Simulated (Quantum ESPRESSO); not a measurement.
This Quantum ESPRESSO 7.5 run on MnO2 needs a look.

pw.in

```
&CONTROL
  calculation = 'scf'
  prefix = 'pwscf'
  outdir = './tmp'
  pseudo_dir = './pseudo'
  tprnfor = .true.
  disk_io = 'nowf'
/
&SYSTEM
  ibrav = 0
  nat = 3
  ntyp = 2
  ecutwfc = 96
  nbnd = 24
  occupations = 'smearing'
  smearing = 'gaussian'
  degauss = 0.00367493
  nosym = .true.
/
&ELECTRONS
  conv_thr = 7.5d-07
  electron_maxstep = 50
  mixing_beta = 0.3
  mixing_ndim = 12
/
ATOMIC_SPECIES
Mn    54.9380 Mn.upf
O     15.9990 O.upf
CELL_PARAMETERS angstrom
   0.0000000000    2.3128744900    2.3128744900
   2.3128744900    0.0000000000    2.3128744900
   2.3128744900    2.3128744900    0.0000000000
ATOMIC_POSITIONS crystal
Mn     0.0000000000    0.0000000000    0.0000000000
O      0.2500000000    0.2500000000    0.2500000000
O      0.7500000000    0.7500000000    0.7500000000
HUBBARD {ortho-atomic}
U Mn-3d 7.0
```

Potentials or basis: PseudoDojo 0.4.1 SR PBEsol standard.

The run is started by

```console
$ OMP_NUM_THREADS=1 pw.x -in pw.in > pw.out
```

pw.out:

```text
This program is part of the open-source Quantum ESPRESSO suite
     for quantum simulation of materials; please cite
         "P. Giannozzi et al., J. Phys.:Condens. Matter 21 395502 (2009);
         "P. Giannozzi et al., J. Phys.:Condens. Matter 29 465901 (2017);
         "P. Giannozzi et al., J. Chem. Phys. 152 154105 (2020);
     in publications or presentations arising from this work. More details at

     gamma-point specific algorithms are used

     G-vector sticks info
[... 104 lines left out ...]
       0.000  0.000  0.000  0.500  0.000
       0.000  0.000  0.000  0.000  0.500

     Number of occupied Hubbard levels =    5.0000

     Atomic wfc used for Hubbard projectors are orthogonalized

 %%%%%%%%%%%%%%%%%%%%%%%%%%%%%%%%%%%%%%%%%%%%%%%%%%%%%%%%%%%%%%%%%%%%%%%%%%%%%%
     Error in routine orthoUwfc (1):
     Gamma-only calculation for this case not implemented
 %%%%%%%%%%%%%%%%%%%%%%%%%%%%%%%%%%%%%%%%%%%%%%%%%%%%%%%%%%%%%%%%%%%%%%%%%%%%%%

     stopping ...
```

Problem. How did it end, and where is the flaw?

Solution. The input was rejected before any iteration. The input holds a flaw that was put in on purpose: missing k-point card.
